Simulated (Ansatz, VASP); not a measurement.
**TiAl in VASP and in Ansatz**

INCAR

```
ALGO = Fast ; EDIFF = 1E-6
ENCUT = 520 ; GGA = CA
ISIF = 2 ; ISMEAR = -1
LASPH = True ; LCHARG = False
LREAL = False ; LWAVE = False
NBANDS = 14 ; NELM = 80
PREC = Accurate ; SIGMA = 0.05
```

Contents of KPOINTS:

```
k-points
0
Gamma
  5 5 5
```

File POSCAR:

```
TiAl
1.0
    3.1790640000      0.0000000000      0.0000000000
    0.0000000000      3.1790640000      0.0000000000
    0.0000000000      0.0000000000      3.1790640000
Ti Al
1 1
Direct
    0.0000000000      0.0000000000      0.0000000000
    0.5000000000      0.5000000000      0.5000000000
```

File input.yaml:

```yaml
crystal:
  lattice:
    - [3.179064, 0.0, 0.0]
    - [0.0, 3.179064, 0.0]
    - [0.0, 0.0, 3.179064]
  atoms:
    - { symbol: Ti, position: [0.0, 0.0, 0.0] }
    - { symbol: Al, position: [0.5, 0.5, 0.5] }
hamiltonian:
  xc: lda
  pseudopotentials: { kind: paw }
kpoints:
  mp_grid: { grid: [5, 5, 5] }
  band_path:
    path:
      - [[0.0, 0.0, 0.0], [0.0, 0.5, 0.0], [0.5, 0.5, 0.0], [0.0, 0.0, 0.0], [0.5, 0.5, 0.5], [0.0, 0.5, 0.0]]
      - [[0.5, 0.5, 0.0], [0.5, 0.5, 0.5]]
    npoints: 14
scf:
  occupations: { method: fermi_dirac, width: 0.05 }
  n_extra_bands: 6
output:
  forces: true
  stress: true
  eigenvalues: true
  fatbands: true
```

The cell comes from a database or a generator and needn't be the stable form of this composition.

Alike in both runs: functional LDA; k mesh 5 × 5 × 5; occupations fermi-dirac, width 0.05 eV; no spin polarisation.

```csv
,VASP,Ansatz
version,VASP 6.6.1,Ansatz 0.2.0
potentials or method,"VASP PAW LDA potentials, release 64 (Ti_sv, Al)",Ansatz PAW
plane-wave cutoff (eV),520,420
valence electrons in the cell,15,15
task,single point,band structure
```

Ansatz gave:

- gap on the k mesh at the Fermi level (eV): none
- pressure (GPa): -5.7

Task: Which values does VASP return?

Result: gap on the k mesh at the Fermi level (eV): none; pressure (GPa): -5.6.

A gap of «none» marks a metal or a gap that the smearing closes.

Caveats: the k mesh is coarse (spacing up to 0.40 Å⁻¹), so the values aren't converged; the PAW data sets come from PBE, with cores solved anew for the run's functional, which leaves a small shift of forces and pressure (Ansatz).
